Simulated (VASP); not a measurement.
# SnSe2 (P-3m1) in VASP: a series of runs

Aim: see how the results for SnSe2 move with the level of theory and the settings. Levels: LDA, PBE, PBEsol. Tasks: single point, atomic charges.

All numbers are computed with VASP 6.6.1; they aren't measurements. Logs are shortened: lines on timing, memory, paths and dates and some standing lists are left out, and cuts for length are marked.

**1. Starting point**

The structure is trigonal, space group P-3m1 (No. 164). Conventional cell: a = 3.811 Å, b = 3.811 Å, c = 6.136 Å, α = 90.00°, β = 90.00°, γ = 120.00°. Around Sn (site symmetry -3m) lie 6 Se at 2.68 Å. Se (site symmetry 3m) is surrounded by 3 Sn at 2.68 Å.

**2. Single point, LDA**

The input, INCAR:

```
SYSTEM = SnSe2
PREC     = Accurate       ! precision mode
ENCUT    = 450            ! plane-wave cutoff, eV
EDIFF    = 1E-7           ! SCF threshold, eV
ISMEAR   = 0              ! smearing method
SIGMA    = 0.05           ! smearing width, eV
LREAL    = .False.        ! projectors in reciprocal space
LASPH    = .True.         ! aspherical terms in the spheres
NELM     = 100            ! most SCF steps
ALGO     = Normal         ! electronic algorithm
ISIF     = 2              ! what is computed and relaxed
LWAVE    = .False.        ! write WAVECAR
LCHARG   = .False.        ! write CHGCAR
NBANDS   = 20             ! bands
ADDGRID  = .False.
```

The input, KPOINTS:

```
regular mesh
0
Gamma
  12 12 7
  0 0 0
```

The input, POSCAR:

```
SnSe2
1.0
    3.8110000000      0.0000000000      0.0000000000
   -1.9055000000      3.3004228138      0.0000000000
    0.0000000000      0.0000000000      6.1360000000
Sn Se
1 2
Direct
    0.0255860000      0.0074750000      0.0043360000
    0.6613810000      0.3516810000      0.7467700000
    0.3595740000      0.6870860000      0.2661230000
```

Potentials or basis: VASP PAW LDA potentials, release 64 (Sn_d, Se).

Started as:

```console
$ cat potpaw_LDA.64/Sn_d/POTCAR potpaw_LDA.64/Se/POTCAR > POTCAR
$ mpirun -np 1 vasp_std > vasp.out
```

OUTCAR:

```text
SYSTEM = SnSe2
   PREC = Accurate
   ENCUT = 450
   EDIFF = 1E-7
   ISMEAR = 0
   LREAL = .False.
   LASPH = .True.
   NELM = 100
   ISIF = 2

 Found    506 irreducible k-points:

 Following reciprocal coordinates:
            Coordinates               Weight
  0.000000  0.000000  0.000000      1.000000
  0.083333 -0.000000  0.000000      2.000000
  0.000000  0.083333  0.000000      2.000000
 -0.083333  0.083333  0.000000      2.000000
  0.166667  0.000000  0.000000      2.000000
  0.000000  0.166667  0.000000      2.000000
   k-points           NKPTS =    506   k-points in BZ     NKDIM =    506   number of bands    NBANDS=     20
   number of dos      NEDOS =    301   number of ions     NIONS =      3
   total plane-waves  NPLWV =  32928
   dimension x,y,z NGX =    28 NGY =   28 NGZ =   42
   dimension x,y,z NGXF=    56 NGYF=   56 NGZF=   84
   ions per type =               1   2
   NGX,Y,Z   is equivalent  to a cutoff of  12.21, 12.21, 11.38 a.u.
   NGXF,Y,Z  is equivalent  to a cutoff of  24.43, 24.43, 22.76 a.u.
 SYSTEM =  SnSe2
   PREC   = accura    normal or accurate (medium, high low for compatibility)
   ISTART =      0    job   : 0-new  1-cont  2-samecut
   ICHARG =      2    charge: 1-file 2-atom 10-const
   ISPIN  =      1    spin polarized calculation?
   LNONCOLLINEAR =      F non collinear calculations
   LSORBIT =      F    spin-orbit coupling
   LASPH  =      T    aspherical Exc in radial PAW
   ENCUT  =  450.0 eV  33.07 Ry    5.75 a.u.   6.59  6.59 10.61*2*pi/ulx,y,z
   NELM   =    100;   NELMIN=  2; NELMDL= -5     # of ELM steps
   EDIFF  = 0.1E-06   stopping-criterion for ELM
   LREAL  =      F    real-space projection
   EDIFFG = 0.1E-05   stopping-criterion for IOM
   NSW    =      0    number of steps for IOM
   IBRION =     -1    ionic relax: 0-MD 1-quasi-New 2-CG
   NFREE  =      0    steps in history (QN), initial steepest desc. (CG)
   ISIF   =      2    stress and relaxation
   ISYM   =      2    0-nonsym 1-usesym 2-fastsym
   POTIM  = 0.5000    time-step for ionic-motion
   TEBEG  =    0.0;   TEEND  =   0.0 temperature during run
   PSTRESS=    0.0 pullay stress
   NELECT =      26.0000    total number of electrons
   NUPDOWN=      -1.0000    fix difference up-down
   EMIN   =  10.00;   EMAX   =-10.00  energy-range for DOS
   EFERMI =   0.00;   METHOD = LEGACY
   ISMEAR =     0;   SIGMA  =   0.05  broadening in eV -4-tet -1-fermi 0-gaus
   EFERMI_NEDOS =   21; number of points for ismear=-14 and -15
   IALGO  =     38    algorithm
   IMIX   =      4    mixing-type and parameters
     AMIX     =   0.40;   BMIX     =  1.00
     AMIX_MAG =   1.60;   BMIX_MAG =  1.00
  volume/ion in A,a.u.               =      25.73       173.61
  Fermi-wavevector in a.u.,A,eV,Ry     =   1.139116  2.152617 17.654722  1.297585
  Thomas-Fermi vector in A             =   2.275820
   LORBIT       =      0    0 simple, 1 ext, 2 COOP (PROOUT), +10 PAW based schemes
   GGA     = CA    functional components
   LHFCALC =     F    Hartree Fock is set to
   AEXX    =    0.0000 exact exchange contribution
   IVDW    =     0    specifies the selected vdW correction
   LEPSILON=     F    determine dielectric tensor
   LRPA    =     F    only Hartree local field effects (RPA)
 non-spin polarized calculation
 Gauss-broadening in eV      SIGMA  =   0.05
  energy-cutoff  :      450.00
  volume of cell :       77.18
 maximum number of plane-waves:      1707
   NGX = 13   NGY = 13   NGZ = 21

 number of electron      26.0000001 magnetization

 Free energy of the ion-electron system (eV)
  ---------------------------------------------------
  ext. energy  EPLUGINS =         0.00000000
  ---------------------------------------------------
  free energy    TOTEN  =       -13.74867592 eV

  energy without entropy =      -13.74867592  energy(sigma->0) =      -13.74867592

 E-fermi :   4.3738     XC(G=0):  -9.8265

 val. band max:        4.1907853675   @ k =   0.0833   0.0833   0.0000
 cond. band min:       4.5564993334   @ k =   0.5000   0.5000   0.4286
 fundamental gap:      0.3657139659
 Fermi energy:         4.3737960312

 k-point     1 :       0.0000    0.0000    0.0000
  band No.  band energies     occupation
      1     -17.0542      2.00000
      2     -17.0501      2.00000
      3     -17.0082      2.00000
      4     -16.9980      2.00000
      5     -16.9971      2.00000
      6      -9.7609      2.00000
[... 12 lines left out ...]
     19      13.0660      0.00000
     20      13.2490      0.00000

 k-point     2 :       0.0833   -0.0000    0.0000
  band No.  band energies     occupation
      1     -17.0575      2.00000
      2     -17.0472      2.00000
      3     -17.0067      2.00000
      4     -16.9989      2.00000
      5     -16.9973      2.00000
      6      -9.6925      2.00000
[... 12 lines left out ...]
     19      12.3069      0.00000
     20      13.2842      0.00000

 k-point     3 :       0.0000    0.0833    0.0000
  band No.  band energies     occupation
      1     -17.0548      2.00000
      2     -17.0498      2.00000
      3     -17.0064      2.00000
      4     -16.9991      2.00000
      5     -16.9975      2.00000
      6      -9.6924      2.00000
[... 12 lines left out ...]
     19      12.3953      0.00000
     20      13.2042      0.00000

 k-point     4 :      -0.0833    0.0833    0.0000
  band No.  band energies     occupation
      1     -17.0552      2.00000
      2     -17.0492      2.00000
      3     -17.0064      2.00000
      4     -16.9999      2.00000
      5     -16.9968      2.00000
      6      -9.6928      2.00000
[... 12 lines left out ...]
     19      12.5082      0.00000
     20      13.1546      0.00000

 k-point     5 :       0.1667    0.0000    0.0000
  band No.  band energies     occupation
      1     -17.0667      2.00000
      2     -17.0402      2.00000
      3     -17.0072      2.00000
      4     -16.9975      2.00000
      5     -16.9957      2.00000
      6      -9.4919      2.00000
[... 12 lines left out ...]
     19      12.0993      0.00000
     20      13.3600      0.00000

 k-point     6 :       0.0000    0.1667    0.0000
  band No.  band energies     occupation
      1     -17.0629      2.00000
      2     -17.0438      2.00000
      3     -17.0053      2.00000
      4     -16.9998      2.00000
      5     -16.9953      2.00000
      6      -9.4915      2.00000
[... 12 lines left out ...]
     19      12.1898      0.00000
     20      13.3238      0.00000

 [... further k-points ...]

------------------------ aborting loop because EDIFF is reached ----------------------------------------

  FORCE on cell =-STRESS in cart. coord.  units (eV):
  Direction    XX          YY          ZZ          XY          YZ          ZX
  --------------------------------------------------------------------------------------
  -------------------------------------------------------------------------------------
  Total       -0.4906554     -0.5229325     -0.6964430      0.0884841     -0.1078368     -0.5321415
  in kB      -10.1857556    -10.8558133    -14.4578018      1.8368857     -2.2386375    -11.0469875
  external PRESSURE =     -11.8331236 kB  Pullay stress =       0.0000000 kB

 VOLUME and BASIS-vectors are now :
 -----------------------------------------------------------------------------
  energy-cutoff  :      450.00
  volume of cell :       77.18
      direct lattice vectors                 reciprocal lattice vectors
     3.811000000  0.000000000  0.000000000     0.262398321  0.151495741  0.000000000
    -1.905500000  3.300422814  0.000000000     0.000000000  0.302991482  0.000000000
     0.000000000  0.000000000  6.136000000     0.000000000  0.000000000  0.162972621

 POSITION                                       TOTAL-FORCE (eV/Angst)
 -----------------------------------------------------------------------------------
      0.08326      0.02467      0.02661        -0.379931      0.114434      0.273580
      1.85039      1.16070      4.58218         0.407827     -0.022829     -0.063397
      0.06109      2.26767      1.63293        -0.027896     -0.091605     -0.210183
 -----------------------------------------------------------------------------------
    total drift:                               -0.000095     -0.000176      0.000404

  FREE ENERGIE OF THE ION-ELECTRON SYSTEM (eV)
  ---------------------------------------------------
  free  energy   TOTEN  =       -13.7486759190 eV

  energy  without entropy=      -13.7486759187  energy(sigma->0) =      -13.74867592
```

It took 4.5 min on 1 thread of Intel Xeon 6975P-C (Granite Rapids), shared host; peak memory 0.63 GiB.

These settings aren't checked as converged: the numbers below hold their error.

What came out:

* Free energy: -13.7487 eV
* Pressure: -1.2 GPa
* Largest force: 0.482 eV/Å
* Band gap on the k mesh: 0.37 eV, indirect (least direct gap 0.86 eV)

Caveat: spin-orbit coupling is left out, which moves the levels of the heavy elements; an odd mesh through Γ misses points on the zone boundary, where band edges often lie.

**3. Single point, PBE**

The input, INCAR:

```
PREC = Accurate ; ENCUT = 520
EDIFF = 1E-6 ; ISMEAR = 0
SIGMA = 0.015 ; LREAL = F
LASPH = T ; NELM = 100
ALGO = Normal ; ISIF = 2
LWAVE = F ; LCHARG = F
GGA = PE ; NBANDS = 20
```

The input, KPOINTS:

```
Automatic mesh
0
Gamma
  8 8 5
```

The input, POSCAR:

```
SnSe2
1.0
    3.8110000000      0.0000000000      0.0000000000
   -1.9055000000      3.3004228138      0.0000000000
    0.0000000000      0.0000000000      6.1360000000
Sn Se
1 2
Direct
    0.0000000000      0.0000000000      0.0000000000
    0.6666666667      0.3333333333      0.7510000000
    0.3333333333      0.6666666667      0.2490000000
```

Potentials or basis: VASP PAW PBE potentials, release 64 (Sn_d, Se).

Started as:

```console
$ cat potpaw_PBE.64/Sn_d/POTCAR potpaw_PBE.64/Se/POTCAR > POTCAR
$ mpirun -np 1 vasp_std > vasp.out
```

Run time: 28 s. Hardware: 1 thread of Intel Xeon Platinum 8488C (Sapphire Rapids), shared host; peak memory 0.21 GiB.

The run converged. Its results:

```
Free energy            : -11.7464 eV
Pressure               : 5.6 GPa
Largest force          : 0.804 eV/Å
Band gap on the k mesh : 0.81 eV, indirect (least direct gap 1.09 eV)
```

Forces in eV/Å, atoms in the order of the input:
```
Sn   0.000  0.000  0.000
Se   0.000  0.000 -0.804
Se   0.000  0.000  0.804
```

Stress tensor (GPa, compression positive):
```
5.13 0.00 0.00
0.00 5.13 0.00
0.00 0.00 6.63
```

Levels at points of the mesh, in eV from the valence-band top:
| k point | band 11 | band 12 | band 13 | band 14 | band 15 | band 16 |
| --- | --- | --- | --- | --- | --- | --- |
| (0.00, 0.00, 0.00) | -0.40 | -0.40 | -0.01 | 1.09 | 2.94 | 4.64 |
| (0.50, 0.00, 0.00) | -2.69 | -1.20 | -0.31 | 1.15 | 3.79 | 5.45 |

Caveat: spin-orbit coupling is left out, which moves the levels of the heavy elements; an odd mesh through Γ misses points on the zone boundary, where band edges often lie; this functional lacks dispersion, which binds the layers, so the pressure and a relaxed spacing across them are unreliable.

**4. Atomic charges, PBEsol**

The input, INCAR:

```
PREC     = Accurate       # precision mode
ENCUT    = 520            # plane-wave cutoff, eV
EDIFF    = 1E-6           # SCF threshold, eV
ISMEAR   = 0              # smearing method
SIGMA    = 0.02           # smearing width, eV
LREAL    = F              # projectors in reciprocal space
LASPH    = T              # aspherical terms in the spheres
NELM     = 60             # most SCF steps
ALGO     = Normal         # electronic algorithm
ISIF     = 2              # what is computed and relaxed
LWAVE    = F              # write WAVECAR
LCHARG   = T              # write CHGCAR
GGA      = PS             # functional
LORBIT   = 10             # projections on sites
LELF     = T              # ELF
LVHAR    = T
```

The input, KPOINTS:

```
regular mesh
0
Gamma
  8 8 5
```

POSCAR is that of step 3.

Started as:

```console
$ cat potpaw_PBE.64/Sn_d/POTCAR potpaw_PBE.64/Se/POTCAR > POTCAR
$ mpirun -np 1 vasp_std > vasp.out
```

Wall time 25 s (1 thread of Intel Xeon 6975P-C (Granite Rapids), shared host); peak memory 0.21 GiB.

The run converged. Its results:

```yaml
Free_energy: -12.9432 eV
Pressure: 2.6 GPa
Largest_force: 0.622 eV/Å
Band_gap_on_the_k_mesh: 0.73 eV, indirect (least direct gap 1.00 eV)
Valence_electrons_inside_the_program's_atomic_spheres: Sn 12.24; Se 3.83
```

Forces on the atoms (eV/Å):
```
Sn   0.000  0.000  0.000
Se   0.000  0.000 -0.622
Se   0.000  0.000  0.622
```

Stress tensor (GPa, compression positive):
```
2.02 0.00 0.00
0.00 2.02 0.00
0.00 0.00 3.87
```

Levels at points of the mesh, in eV from the valence-band top:
```tsv
k point	band 11	band 12	band 13	band 14	band 15	band 16
(0.00, 0.00, 0.00)	-0.40	-0.40	-0.01	0.99	2.83	4.57
(0.50, 0.00, 0.00)	-2.71	-1.24	-0.31	1.09	3.68	5.33
```

Caveat: the PAW data sets were made with another functional, which shifts forces and pressure a little; spin-orbit coupling is left out, which moves the levels of the heavy elements; an odd mesh through Γ misses points on the zone boundary, where band edges often lie; this functional lacks dispersion, which binds the layers, so the pressure and a relaxed spacing across them are unreliable.
